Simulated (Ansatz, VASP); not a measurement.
Two plane-wave programs on SiC (Moissanite 3C)

POSCAR

```
SiC
1.0
    0.0000000000      2.1790000000      2.1790000000
    2.1790000000      0.0000000000      2.1790000000
    2.1790000000      2.1790000000      0.0000000000
Si C
1 1
Direct
    0.0000000000      0.0000000000      0.0000000000
    0.7500000000      0.7500000000      0.7500000000
```

INCAR.step1

```
PREC = Accurate
ENCUT = 520
EDIFF = 1E-5
ISMEAR = -1
SIGMA = 0.05
LREAL = False
LASPH = True
NELM = 60
ALGO = Normal
ISIF = 2
LWAVE = True
LCHARG = False
NBANDS = 11
GGA = PE
```

The input INCAR.step2:

```
PREC = Accurate
ENCUT = 520
EDIFF = 1E-7
ISMEAR = -1
SIGMA = 0.05
LREAL = False
LASPH = True
NELM = 60
ALGO = Normal
ISIF = 2
LWAVE = False
LCHARG = False
METAGGA = R2SCAN
LHFCALC = True
AEXX = 0.25
LMIXTAU = True
PRECFOCK = Fast
HFRCUT = -1
NBANDS = 11
ISTART = 1
```

KPOINTS

```
regular mesh
0
Gamma
  5 5 5
```

File KPOINTS_OPT:

```
path GXWKGLUWLK,UX
10
line-mode
reciprocal
 0.0000000000  0.0000000000  0.0000000000  G
 0.5000000000  0.0000000000  0.5000000000  X

 0.5000000000  0.0000000000  0.5000000000  X
 0.5000000000  0.2500000000  0.7500000000  W

 0.5000000000  0.2500000000  0.7500000000  W
 0.3750000000  0.3750000000  0.7500000000  K

 0.3750000000  0.3750000000  0.7500000000  K
 0.0000000000  0.0000000000  0.0000000000  G

 0.0000000000  0.0000000000  0.0000000000  G
 0.5000000000  0.5000000000  0.5000000000  L

 0.5000000000  0.5000000000  0.5000000000  L
 0.6250000000  0.2500000000  0.6250000000  U

 0.6250000000  0.2500000000  0.6250000000  U
 0.5000000000  0.2500000000  0.7500000000  W

 0.5000000000  0.2500000000  0.7500000000  W
 0.5000000000  0.5000000000  0.5000000000  L

 0.5000000000  0.5000000000  0.5000000000  L
 0.3750000000  0.3750000000  0.7500000000  K

 0.6250000000  0.2500000000  0.6250000000  U
 0.5000000000  0.0000000000  0.5000000000  X
```

Contents of input.yaml:

```yaml
crystal:
  lattice:
    - [0.0, 2.179, 2.179]
    - [2.179, 0.0, 2.179]
    - [2.179, 2.179, 0.0]
  atoms:
    - { symbol: Si, position: [0.0, 0.0, 0.0] }
    - { symbol: C, position: [0.75, 0.75, 0.75] }
hamiltonian:
  xc: r2scan0
  pseudopotentials: { kind: paw }
kpoints:
  mp_grid: { grid: [5, 5, 5] }
  band_path:
    path:
      - [[0.0, 0.0, 0.0], [0.5, 0.0, 0.5], [0.5, 0.25, 0.75], [0.375, 0.375, 0.75], [0.0, 0.0, 0.0], [0.5, 0.5, 0.5], [0.625, 0.25, 0.625], [0.5, 0.25, 0.75], [0.5, 0.5, 0.5], [0.375, 0.375, 0.75]]
      - [[0.625, 0.25, 0.625], [0.5, 0.0, 0.5]]
    npoints: 4
scf:
  occupations: { method: fermi_dirac, width: 0.05 }
  n_extra_bands: 6
output:
  forces: true
  stress: true
  eigenvalues: true
  fatbands: false
```

Alike in both runs: task band structure; functional r2SCAN0; k mesh 5 × 5 × 5; occupations fermi-dirac, width 0.05 eV; no spin polarisation.

```csv
,VASP,Ansatz
version,VASP 6.6.1,Ansatz 0.2.0
potentials or method,"VASP PAW PBE potentials, release 64 (Si, C)",Ansatz PAW
plane-wave cutoff (eV),520,500
valence electrons in the cell,8,8
```

Ansatz gave:

| Property | Result |
| --- | --- |
| gap on the k mesh at the Fermi level (eV) | 3.70 |
| least direct gap on the mesh (eV) | 7.07 |
| gap along the band path (eV) | 3.18 |
| pressure (GPa) | -3.3 |

Task: What did VASP give for the same quantities?

Result: gap on the k mesh at the Fermi level (eV): 3.73; least direct gap on the mesh (eV): 7.10; gap along the band path (eV): 3.21; pressure (GPa): -3.8.

Caveats: the k mesh is coarse (spacing up to 0.50 Å⁻¹), so the values aren't converged, least of all with exact exchange; the PAW data sets were made with another functional, which shifts forces and pressure a little (VASP); the PAW data sets come from PBE, with cores solved anew for the run's functional, which leaves a small shift of forces and pressure (Ansatz); the thresholds are loose for stress (Ansatz).
